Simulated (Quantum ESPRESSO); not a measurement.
## MnO in Quantum ESPRESSO: the effect of functional

Crystal: MnO.

```
CELL_PARAMETERS angstrom
3.58271 0.00000 0.00000
0.00000 3.58271 0.00000
0.00000 0.00000 4.46048
ATOMIC_POSITIONS crystal
Mn 0.00000 0.50000 0.00000
Mn 0.50000 0.00000 0.50000
O 0.00000 0.00000 0.25000
O 0.00000 0.00000 0.75000
```

Measurements of this composition are mostly on another form, of space group No. 225.

Alike in all runs:

| Item | Value |
| --- | --- |
| Program | Quantum ESPRESSO 7.5 |
| Task | single point |
| Potentials or basis | PseudoDojo 0.4 SR PBEsol stringent |
| Cutoff | 1769 eV |
| Density cutoff | 7075 eV |
| k mesh | 5 × 5 × 4 |
| Occupations | gaussian, width 0.05 eV |
| Spin | collinear spin, antiferromagnetic start |
| Starting moments | [5.0, -5.0, 0.0, 0.0] μB |
| Hubbard terms | Mn d U = 3 eV |

```tsv
functional	pressure (GPa)
LDA	-9.6
PBEsol	-4.9
revPBE	?
RPBE	3.3
PW91	-0.5
```

Q: What does the run with functional revPBE give?

A: Pressure 2.5 GPa.

Caveats: the potentials were made for another functional, which shifts forces and pressure (some runs).

Runs at the PBE level aren't shown here.
